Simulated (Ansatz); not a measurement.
Runs of Ansatz 0.2.0 on Br. It takes space group Cmce (No. 64, orthorhombic). The conventional cell has a = 6.726 Å, b = 4.645 Å, c = 8.702 Å, α = 90.00°, β = 90.00°, γ = 90.00°. Br (site symmetry m) is surrounded by 1 Br at 2.29 Å. 

```csv
task,level,cutoff (eV),points for each segment of the path,gap on the mesh (eV),pressure (GPa),largest force (eV/Å)
band structure,PBEsol,420,14,(b),0.1,0.72
band structure,LDA,420,14,(a),-1.2,0.69
band structure,r2SCAN,500,14,2.22,0.7,0.59
band structure,PBE,420,14,1.90,1.8,(c)
```

Alike in all rows: potentials or basis Ansatz PAW; no spin polarisation; cell as given; k mesh 7 × 7 × 3; smearing fermi-dirac 0.05 eV.

Fill in the values left out.

(a) 1.75; (b) 1.84; (c) 0.87.

Caveats: the PAW data sets come from PBE, with cores solved anew for the run's functional, which leaves a small shift of forces and pressure (some runs); the k mesh misses the band edges, so the gap on the mesh is wider than the one along the path (some runs).

A k mesh can miss the band edges, and the runs leave out spin-orbit coupling on Br.
